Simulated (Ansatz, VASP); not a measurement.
# CdSe (Cadmoselite) in two plane-wave programs, part 2 of 2

Wanted: the spread between two codes on one cell, functional and k mesh. The cell is taken from a series of VASP runs on this material, whose earlier steps may have relaxed, scaled or displaced it; both programs get it as it stands.

VASP 6.6.1 and Ansatz 0.2.0.

So far. Step 4 (Side by side): The walks stopped with 0.04 GPa left in Ansatz and 0.00 GPa in VASP; each walk ends within a tolerance, so the volume difference is uncertain by about these residues over the bulk modulus, most in soft cells.

## (5) VASP: relaxation of cell and atoms, r2SCAN with rVV10

Level of this step: r2SCAN with rVV10; plane waves and PAW (Cd, Se) (VASP).

The relaxed volume is the usual yardstick between codes: its relative difference is about their pressure difference at one cell divided by the bulk modulus. The cell compared in this pair holds 115.56 Å³, against 119.28 Å³ for the pair before.

Contents of INCAR:

```
SYSTEM = CdSe
PREC = Accurate
ENCUT = 450
EDIFF = 1E-06
NELM = 100
ISMEAR = 0
SIGMA = 0.03
LREAL = .FALSE.
ALGO = Normal
METAGGA = R2SCAN
LUSE_VDW = .TRUE.
IVDW_NL = 2
BPARAM = 11.95
CPARAM = 0.0093
LASPH = .TRUE.
NBANDS = 24
LORBIT = 11
LWAVE = .FALSE.
LCHARG = .FALSE.
KPAR = 8
IBRION = 2
NSW = 50
ISIF = 3
EDIFFG = -0.006
```

Contents of POSCAR:

```
CdSe
1.0
    4.3415671248      0.0000000000      0.0000000000
   -2.1707835624      3.7599074223      0.0000000000
    0.0000000000      0.0000000000      7.0794104547
Cd Se
2 2
Direct
    0.6666666667      0.3333333333      0.5000000000
    0.3333333333      0.6666666667      0.0000000000
    0.6666666667      0.3333333333      0.8767900000
    0.3333333333      0.6666666667      0.3767900000
```

Contents of KPOINTS:

```
Automatic mesh
0
Gamma
6 6 4
0 0 0
```

Potentials, in the order of the species: Cd and Se (PBE family, release 64).

Launch:

```console
> mpirun -np 8 vasp_std
```

Numbers of over 12 decimals in the logs are rounded to 6 here.

The program printed:

```text
[banner, memory and clock lines left out]
running    8 mpi-ranks, on    1 nodes
[...]
[... a notice as in an earlier step ...]

|                                                                             |
|               ----> ADVICE to this user running VASP <----                  |
|                                                                             |
|     You have switched on vdW-DFT.                                           |
|     This routine was written and supplied by Jiri Klimes. We recommend      |
|     that you carefully read and cite the following publications:            |
|       J. Klimes, D.R. Bowler, A. Michelides                                 |
|          J. Phys.: Cond Matt. 22 022201 (2010)                              |
|       J. Klimes, D.R. Bowler, A. Michelides                                 |
|          Phys. Rev. B. 83, 195131 (2011)                                    |
|     and references therein.                                                 |
[...]
Total rVV10 correction in eV:      1.1817548    44.2282183
Total rVV10 correction in eV:      1.1817548    44.2282183
Total rVV10 correction in eV:      1.1817548    44.2282183
DAV:   3    -0.706409376944E+02    0.51073E-06   -0.12610E-06   800   0.906E-03
Total rVV10 correction in eV:      1.1817740    44.2282183
Total rVV10 correction in eV:      1.1817740    44.2282183
Total rVV10 correction in eV:      1.1817740    44.2282183
Total rVV10 correction in eV:      1.1817740    44.2282183
Total rVV10 correction in eV:      1.1817740    44.2282183
Total rVV10 correction in eV:      1.1817740    44.2282183
Total rVV10 correction in eV:      1.1817740    44.2282183
Total rVV10 correction in eV:      1.1817740    44.2282183
Total rVV10 correction in eV:      1.1817646    44.2282183
Total rVV10 correction in eV:      1.1817646    44.2282183
Total rVV10 correction in eV:      1.1817646    44.2282183
Total rVV10 correction in eV:      1.1817646    44.2282183
Total rVV10 correction in eV:      1.1817646    44.2282183
Total rVV10 correction in eV:      1.1817646    44.2282183
Total rVV10 correction in eV:      1.1817646    44.2282183
Total rVV10 correction in eV:      1.1817646    44.2282183
   6 F= -.70640938E+02 E0= -.70640938E+02  d E =-.338884E-04
[...]
reached required accuracy - stopping structural energy minimisation
```

From OUTCAR (step 5):

```text
  Total       -0.0152348     -0.0152348      0.0228549      0.0000000      0.0000000      0.0000000
  in kB       -0.2136471     -0.2136471      0.3205068      0.0000000      0.0000000      0.0000000
  external PRESSURE =      -0.0355958 kB  Pullay stress =       0.0000000 kB

 POSITION                                       TOTAL-FORCE (eV/Angst)
 -----------------------------------------------------------------------------------
      2.16347      1.24908      3.52526        -0.000000      0.000000      0.001390
     -0.00000      2.49817      0.00214         0.000000     -0.000000      0.001390
      2.16347      1.24908      6.17594        -0.000000     -0.000000     -0.001390
     -0.00000      2.49817      2.65282        -0.000000     -0.000000     -0.001390
 -----------------------------------------------------------------------------------
    total drift:                               -0.000000      0.000000     -0.002934

  FREE ENERGIE OF THE ION-ELECTRON SYSTEM (eV)
  ---------------------------------------------------
  free  energy   TOTEN  =       -70.6409376944 eV

  energy  without entropy=      -70.6409376944  energy(sigma->0) =      -70.64093769

[... 2 parts as in an earlier step ...]

[... 2 further parts left out ...]
[key lines of the parts left out:]
E-fermi :   0.6805
```

## (6) Ansatz: relaxation of cell and atoms, r2SCAN with rVV10

The same cell, functional, mesh and smearing now go to Ansatz, which takes its cutoff from its data sets.

The cell is taken from a series of VASP runs on this material, whose earlier steps may have relaxed, scaled or displaced it; both programs get it as it stands.

Contents of input.yaml:

```yaml
crystal:
  lattice:
    - [4.3415671248, 0.0, 0.0]
    - [-2.1707835624, 3.7599074223, 0.0]
    - [0.0, 0.0, 7.0794104547]
  atoms:
    - { symbol: Cd, position: [0.6666666667, 0.3333333333, 0.5] }
    - { symbol: Cd, position: [0.3333333333, 0.6666666667, 0.0] }
    - { symbol: Se, position: [0.6666666667, 0.3333333333, 0.87679] }
    - { symbol: Se, position: [0.3333333333, 0.6666666667, 0.37679] }
hamiltonian:
  xc: r2scan
  pseudopotentials: { kind: paw }
  dispersion: rvv10
kpoints:
  mp_grid: { grid: [6, 6, 4] }
scf:
  occupations: { method: gaussian, width: 0.03 }
relax:
  f_tol: 0.01
  max_steps: 60
  cell: { stress_tol: 0.05 }
output:
  forces: true
  stress: true
```

Launch:

```console
> ansatz run input.yaml --threads 4 --pin off --max-ram 9216MiB --backend cpu --events-out ev --progress --plain --runs-dir out
```

The program printed:

```text
[...]
Crystal: 4 atoms, lattice volume = 115.564 Å³
Basis set: ecut = 500 eV, 2875 PW (Γ), exchange–correlation on 144×144×240 points (64 copies of the dense FFT grid, shifted against one another)
Bands: 44, of which v1, the nominal top of the filled ones, is band 36 counted from 1 (35 counted from 0)
Symmetry: 12 space group operations
[...]
--- Relaxed structure (3 steps of the walk, 3 accepted, 1 SCFs on fresh bases) ---
[...]
cell:  # Å, volume = 113.6789 Å³
    - [4.317580, 0.0, 0]
    - [-2.158790, 3.739134, 0]
    - [0, 0.0, 7.041549]
  atoms:
    - { symbol: Cd, position: [0.666667, 0.333333, 0.500439] }
    - { symbol: Cd, position: [0.333333, 0.666667, 0.00043912] }
    - { symbol: Se, position: [0.666667, 0.333333, 0.876351] }
    - { symbol: Se, position: [0.333333, 0.666667, 0.376351] }
[key lines of the parts left out:]
SCF converged after 6 iterations
Free energy (F): -27489.254179 eV
Fermi energy:    7.560369 eV
P = ⅓ Tr σ = -0.0143 GPa (-0.143 kbar)
```

It took 20 s on 4 threads of Intel Xeon at 2.60GHz (Ice Lake), shared host; peak memory 0.82 GiB.

## (7) Differences

What differs besides the data sets and the points named for the pairs above, as far as they apply: VASP keeps PBE cores, Ansatz makes them for the functional; the cutoff is 500 eV in Ansatz and 450 eV in VASP. Total energies have different zeros and are not compared.

Compared:

```
                                         quantity  Ansatz    VASP  difference
                                      volume (Å³)  113.68  114.25     -0.50 %
edge a after relaxation, in the typed setting (Å)   4.318   4.327     -0.21 %
edge c after relaxation, in the typed setting (Å)   7.042   7.046     -0.07 %
```

The walks stopped with -0.01 GPa left in Ansatz and 0.00 GPa in VASP; each walk ends within a tolerance, so the volume difference is uncertain by about these residues over the bulk modulus, most in soft cells.

## (8) Summary of results

| Property | Result |
| --- | --- |
| difference in volume (relaxation of cell and atoms, PBE) | -0.39 % |
| difference in volume (relaxation of cell and atoms, r2SCAN with rVV10) | -0.50 % |

What this shows: The difference in volume is -0.50 % (relaxation of cell and atoms, r2SCAN with rVV10), within the 1.2 % picked in this series as the mark of a large difference, as far as the stopping tolerances let one tell. Such differences can come from data sets, numerical settings and the points named under the comparisons, not from the functional's error against experiment.

[Lines on the potential files, build, host, timing and source positions are cut from VASP's logs without a mark.]

[Logs are printed without paths, hosts, clocks, repeated set-up lines and the standing remarks that a program may print on its own settings, such as how far it seeks lower states.]

[Hosts, paths, dates, database ids (printed as entryN), source tags and the programs' standing remarks are cut or masked in the printed files.]
